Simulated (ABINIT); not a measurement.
# InSe (R3m) in ABINIT: single point with PBEsol

Aim: the single point of InSe with PBEsol.

Program: ABINIT 10.8.3 (patched build). These are calculated values, not measurements. Logs are shortened: lines on timing, memory, paths and dates and some standing lists are left out, and cuts for length are marked. The log counts tension as positive stress, the text compression.

## 1. The undisturbed crystal

The structure is trigonal, space group R3m (No. 160). The conventional cell has a = 4.000 Å, b = 4.000 Å, c = 25.320 Å, α = 90.00°, β = 90.00°, γ = 120.00°. Around In (site symmetry 3m) lie 3 Se at 2.63 Å and 1 In at 2.82 Å. In (site symmetry 3m) has 3 Se at 2.64 Å and 1 In at 2.82 Å as nearest neighbours. Se (site symmetry 3m) has 3 In at 2.63 Å as nearest neighbours. Around Se (site symmetry 3m) lie 3 In at 2.64 Å.

## 2. Single point, PBEsol (atoms moved at random, drawn with an rms of 0.05 Å)

run.abi

```
pp_dirpath "./"
pseudos "In.GGA_PBE-JTH.xml, Se.GGA_PBE-JTH.xml"

acell 16.5355823142 16.5355823142 16.5355823142
rprim
     0.2285648112     0.1319619553     0.9645435031
    -0.2285648112     0.1319619553     0.9645435031
     0.0000000000    -0.2639239105     0.9645435031
ntypat 2
znucl 49 34
natom 4
typat 1 1 2 2
xred
     0.9026330000     0.8837560000     0.8815380000
    -0.0187260000    -0.0029600000     0.0168600000
     0.1596760000     0.1707980000     0.1801300000
     0.3866720000     0.3724980000     0.3868960000
chkprim 0
chksymtnons 0
tolsym 1.0e-6

ecut 22.0
pawecutdg 44.0
pawxcdev 0

kptopt 1
ngkpt 8 8 8
nshiftk 1
shiftk 0.0 0.0 0.0

ixc -116133

nband 23
occopt 3
tsmear 0.05 eV

nstep 100
tolvrs 1.0e-9

iomode 3
prtwf 0
prtden 0
prteig 0
prtebands 0
```

Potentials or basis: JTH PAW PBE v2.0.

Started as:

```sh
$ mpirun --bind-to none -np 4 abinit run.abi > log 2>&1
```

run.abo:

```text
.Version 10.8.3 of ABINIT
 Symmetries : space group P1 (#  1); Bravais aP (primitive triclinic)
================================================================================
 Values of the parameters that define the memory need of the present run
     intxc =       0    ionmov =       0      iscf =      17    lmnmax =      18
     lnmax =       6     mgfft =      72  mpssoang =       3    mqgrid =    3001
     natom =       4  nloc_mem =       2    nspden =       1   nspinor =       1
    nsppol =       1      nsym =       1    n1xccc =       1    ntypat =       2
    occopt =       3   xclevel =       2
       mpw =        3910          nfft =      373248          nkpt =         260
Pmy_natom=         1
 PAW method is used; the additional fine FFT grid is defined by:
   mgfftf=       100    nfftf =   1000000
================================================================================
================================================================================

--------------------------------------------------------------------------------
------------- Echo of variables that govern the present computation ------------
--------------------------------------------------------------------------------
 -outvars: echo values of preprocessed input variables --------
            acell      1.6535582314E+01  1.6535582314E+01  1.6535582314E+01 Bohr
              amu      1.14820000E+02  7.89600000E+01
          chkprim           0
      chksymtnons           0
             ecut      2.20000000E+01 Hartree
                       outvar_i_n : Printing only first  50 k-points.
              ixc     -116133
                       outvar_i_n : Printing only first  50 k-points.
         kptrlatt        8    0    0      0    8    0      0    0    8
          kptrlen      6.04712360E+01
            natom           4
            nband          23
            ngfft          72      72      72
          ngfftdg         100     100     100
             nkpt         260
            nstep         100
             nsym           1
           ntypat           2
                       prtocc : prtvol=0, do not print more k-points.
           occopt           3
        pawecutdg      4.40000000E+01 Hartree
         pawxcdev           0
           prtden           0
        prtebands           0
           prteig           0
            prtwf           0
            rprim      2.2856481120E-01  1.3196195530E-01  9.6454350310E-01
                      -2.2856481120E-01  1.3196195530E-01  9.6454350310E-01
                       0.0000000000E+00 -2.6392391050E-01  9.6454350310E-01
          spgroup           1
           tolsym      1.00000000E-06
           tolvrs      1.00000000E-09
           tsmear      1.83746611E-03 Hartree
            typat      1  1  2  2
           useylm           1
                       outvars : Printing only first  50 k-points.
           xangst      3.7753999979E-02  2.6919534413E-02  2.2517303864E+01
                      -3.1531999983E-02 -6.3977337992E-02 -4.0731439971E-02
[... 167 lines left out ...]
    3      0.22846923941541     0.26621480641923     0.24650008281397
    4     -0.34307627427731    -0.23954407421001     0.09930979502916
 frms,max,avg= 2.5086227E-01 3.4307627E-01   2.714E-04  2.704E-04 -4.318E-03 e/A
 length scales= 16.535582314200 16.535582314200 16.535582314200 bohr
              =  8.750253323749  8.750253323749  8.750253323749 angstroms
 Fermi (or HOMO) energy (hartree) =   0.08175   Average Vxc (hartree)=  -0.33993
 Eigenvalues (hartree) for nkpt= 260  k points:
 kpt#   1, nband= 23, wtk=  0.00195, kpt=  0.0000  0.0000  0.0000 (reduced coord)
  -0.46757   -0.46133   -0.46014   -0.45769   -0.45710   -0.45547   -0.45498   -0.44925
  -0.44910   -0.44809   -0.42177   -0.40595   -0.16156   -0.05219    0.01642    0.02461
   0.02991    0.03282    0.03881    0.13727    0.15062    0.23271    0.23499
      occupation numbers for kpt#   1
   2.00000    2.00000    2.00000    2.00000    2.00000    2.00000    2.00000    2.00000
   2.00000    2.00000    2.00000    2.00000    2.00000    2.00000    2.00000    2.00000
   2.00000    2.00000    2.00000    0.00000    0.00000    0.00000    0.00000
 prteigrs : prtvol=0 or 1, do not print more k-points.

--- !EnergyTerms
iteration_state     : {dtset: 1, }
comment             : Components of total free energy in Hartree
kinetic             :  3.47349622101068E+01
hartree             :  5.46746579968710E+01
xc                  : -2.74833718221388E+01
Ewald energy        : -8.70031507104771E+01
psp_core            :  5.47384423498039E+00
local_psp           : -1.44477968262187E+02
PAW spherical_terms :  2.87669152503397E+01
internal            : -1.35314111102505E+02
'-kT*entropy'       : -1.48106751390106E-06
total_energy        : -1.35314112583572E+02
total_energy_eV     : -3.68208458204374E+03
...

--- !EnergyTermsDC
iteration_state     : {dtset: 1, }
comment             : '"Double-counting" decomposition of free energy'
band_energy         : -1.12842540442406E+01
Ewald energy        : -8.70031507104771E+01
psp_core            :  5.47384423498039E+00
xc_dc               : -6.55350675146109E+01
PAW spherical_terms :  2.30345176924489E+01
internal            : -1.35314110341899E+02
'-kT*entropy'       : -1.48106751390106E-06
total_energy_dc     : -1.35314111822967E+02
total_energy_dc_eV  : -3.68208456134661E+03
...

--- !EnergyTermsWithPAWCore
iteration_state     : {dtset: 1, }
comment             : 'Components of total free energy, including PAW core contributions'
Total energy        : -1.66151002508195E+04
Total energy DC     : -1.66151002500589E+04
Total energy (eV)   : -4.52119910440746E+05
Total energy DC (eV): -4.52119910420049E+05
...

 Cartesian components of stress tensor (hartree/bohr^3)
  sigma(1 1)=  2.03342069E-06  sigma(3 2)=  2.89007111E-05
  sigma(2 2)=  1.61958461E-06  sigma(3 1)=  3.37594590E-05
  sigma(3 3)=  2.59415940E-06  sigma(2 1)= -4.82712168E-06

-Cartesian components of stress tensor (GPa)         [Pressure= -6.1266E-02 GPa]
- sigma(1 1)=  5.98253021E-02  sigma(3 2)=  8.50288276E-01
- sigma(2 2)=  4.76498243E-02  sigma(3 1)=  9.93237577E-01
- sigma(3 3)=  7.63228045E-02  sigma(2 1)= -1.42018823E-01

== END DATASET(S) ==============================================================
================================================================================

 -outvars: echo values of variables after computation  --------
            acell      1.6535582314E+01  1.6535582314E+01  1.6535582314E+01 Bohr
           etotal     -1.3531411182E+02
            fcart     -4.2765352271E-03 -5.2787443808E-03 -5.8513074730E-03
                       6.5052872087E-03  4.7600812173E-03 -8.7362395390E-04
                       4.4430193198E-03  5.1770537301E-03  4.7936633968E-03
                      -6.6717713014E-03 -4.6583905666E-03  1.9312680302E-03
            rprim      2.2856481120E-01  1.3196195530E-01  9.6454350310E-01
                      -2.2856481120E-01  1.3196195530E-01  9.6454350310E-01
                       0.0000000000E+00 -2.6392391050E-01  9.6454350310E-01
           strten      2.0334206887E-06  1.6195846091E-06  2.5941593969E-06
                       2.8900711080E-05  3.3759459048E-05 -4.8271216803E-06
           xangst      3.7753999979E-02  2.6919534413E-02  2.2517303864E+01
                      -3.1531999983E-02 -6.3977337992E-02 -4.0731439971E-02
                      -2.2243999988E-02 -3.4393910066E-02  4.3094977569E+00
                       2.8347999984E-02 -1.6884030928E-02  9.6727970330E+00
             xred      9.0263300000E-01  8.8375600000E-01  8.8153800000E-01
                      -1.8726000000E-02 -2.9600000000E-03  1.6860000000E-02
                       1.5967600000E-01  1.7079800000E-01  1.8013000000E-01
                       3.8667200000E-01  3.7249800000E-01  3.8689600000E-01
 Calculation completed.
```

Wall time 12 min (4 MPI ranks of Arm Neoverse V2, shared host); peak memory 2.2 GiB.

What came out:

| Quantity | Value |
| --- | --- |
| Free energy | -3682.0846 eV |
| Pressure | -0.1 GPa |
| Largest force | 0.461 eV/Å |
| Band gap on the k mesh | 0.43 eV, direct |
| Valence electrons inside the program's atomic spheres | In 11.18, 11.19; Se 3.91, 3.93 |

Forces in eV/Å, atoms in the order of the input:
```
In  -0.220 -0.271 -0.301
In   0.335  0.245 -0.045
Se   0.228  0.266  0.246
Se  -0.343 -0.240  0.099
```

Levels at points of the mesh, in eV from the valence-band top:
```csv
k point,band 16,band 17,band 18,band 19,band 20,band 21,band 22,band 23
"(0.00, 0.00, 0.00)",-1.33,-1.18,-1.10,-0.94,1.74,2.10,4.34,4.40
"(0.50, 0.00, 0.00)",-2.44,-2.24,-2.10,-1.61,1.12,2.00,3.59,3.95
"(0.00, 0.50, 0.00)",-2.38,-2.25,-2.04,-1.69,1.16,1.94,3.61,3.97
"(0.50, 0.50, 0.00)",-2.60,-2.41,-1.89,-1.52,1.09,2.05,3.25,3.57
"(0.00, 0.00, 0.50)",-2.38,-2.27,-2.02,-1.70,1.20,1.91,3.59,4.05
"(0.50, 0.00, 0.50)",-2.62,-2.39,-1.90,-1.50,1.13,1.99,3.24,3.54
"(0.00, 0.50, 0.50)",-2.55,-2.39,-1.92,-1.57,1.19,1.92,3.35,3.56
"(0.50, 0.50, 0.50)",-1.26,-1.02,-0.91,0.00,0.43,2.20,4.28,4.31
```

Caveat: the PAW data sets were made with another functional, which shifts forces and pressure a little; spin-orbit coupling is left out, which moves the levels of the heavy elements. A k mesh can miss the band edges.
